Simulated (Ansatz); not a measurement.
Space group I4/mmm (No. 139). a = 3.121 Å, b = 3.121 Å, c = 8.423 Å, α = 90.00°, β = 90.00°, γ = 90.00°
```
atom site symmetry x y z
  Al    4e       4mm  0.5000  0.5000  0.1591
  Ru    2a     4/mmm  0.0000  0.0000  0.0000
```

Equation of state of this Al2Ru structure (not necessarily the ground state), with shape and atoms relaxed at each volume where symmetry leaves them free. It has no gap at any of these volumes. The calculation used DFT PBEsol, scalar-relativistic, plane waves, PAW (Ansatz 0.2.0).

Cutoff 420 eV; k points 18×18×18 on the computed 3-atom cell (Γ-centred); Gaussian smearing, width 0.10 eV; no spin polarisation.

```csv
V (Å³/atom),E − E(largest V) (meV/atom),P (GPa)
12.036,73.57,30.13
12.447,8.85,20.67
12.857,-33.51,12.64
13.267,-56.87,5.80
13.678,-64.06,0.00
14.088,-57.52,-4.94
14.498,-39.32,-9.12
15.045,0.00,-13.70
```

Task: Fit a third-order Birch–Murnaghan equation to E(V).

Result: V0 = 13.68 Å³/atom, B0 = 178 GPa, B0' = 4.4.